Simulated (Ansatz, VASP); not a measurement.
This is a calculation of Mg (Magnesium) for VASP 6.6.1. 

Contents of INCAR:

```
PREC = Accurate
ENCUT = 600
EDIFF = 1E-6
ISMEAR = -1
SIGMA = 0.05
LREAL = False
LASPH = True
NELM = 80
ALGO = Fast
ISIF = 3
LWAVE = False
LCHARG = False
GGA = RP
IVDW = 13
IBRION = 2
NSW = 60
EDIFFG = -0.005
```

The input KPOINTS:

```
Automatic mesh
0
Gamma
  10 10 5
```

File POSCAR:

```
Mg
1.0
    3.2093000000      0.0000000000      0.0000000000
   -1.6046500000      2.7793353284      0.0000000000
    0.0000000000      0.0000000000      5.2103000000
Mg
2
Direct
    0.6666666667      0.3333333333      0.7500000000
    0.3333333333      0.6666666667      0.2500000000
```

Potentials or basis: VASP PAW PBE potentials, release 64 (Mg).

Launch:

```console
$ cat potpaw_PBE.64/Mg/POTCAR > POTCAR
$ mpirun -np 1 vasp_std > vasp.out
```

**Question.** What does the same run look like in Ansatz 0.2.0? Potentials or basis there: all-electron LAPW, scalar-relativistic.

**Answer.** As run (cutoffs and basis follow the program's own potentials, and thresholds, step limits or extra output files can differ):

input.yaml

```yaml
crystal:
  lattice:
    - [3.2093, 0.0, 0.0]
    - [-1.60465, 2.7793353284, 0.0]
    - [0.0, 0.0, 5.2103]
  atoms:
    - { symbol: Mg, position: [0.6666666667, 0.3333333333, 0.75] }
    - { symbol: Mg, position: [0.3333333333, 0.6666666667, 0.25] }
kpoints:
  mp_grid: { grid: [10, 10, 5] }
scf:
  occupations: { method: fermi_dirac, width: 0.05 }
hamiltonian:
  xc: rpbe
  dispersion: d4
  pseudopotentials: { kind: all_electron, lapw: { basis_error: 0.001 } }
output:
  forces: true
  stress: true
relax:
  f_tol: 0.005
  max_steps: 60
  cell: {}
```

Potentials or basis: all-electron LAPW, scalar-relativistic.

Launch:

```console
$ ansatz run input.yaml --threads 1 --pin off --max-ram 3072MiB --backend cpu --events-out ev --progress --plain --runs-dir out
```

Both were run:

|  | VASP | Ansatz |
| --- | --- | --- |
| Relaxed volume | 23.25 Å³/atom | 23.25 Å³/atom |
| Relaxed cell | a = 3.177 Å, b = 3.177 Å, c = 5.318 Å, α = 90.00°, β = 90.00°, γ = 120.00° | a = 3.178 Å, b = 3.178 Å, c = 5.315 Å, α = 90.00°, β = 90.00°, γ = 120.00° |
| Space group after relaxing | P6_3/mmc (No. 194) | P6_3/mmc (No. 194) |
| Pressure after relaxing | 0.0 GPa | 0.0 GPa |

VASP's potentials were made for PBE.

Where Ansatz's input types no cutoff or centring, it takes its own default and a Γ-centred mesh.

Pressure is positive in compression.
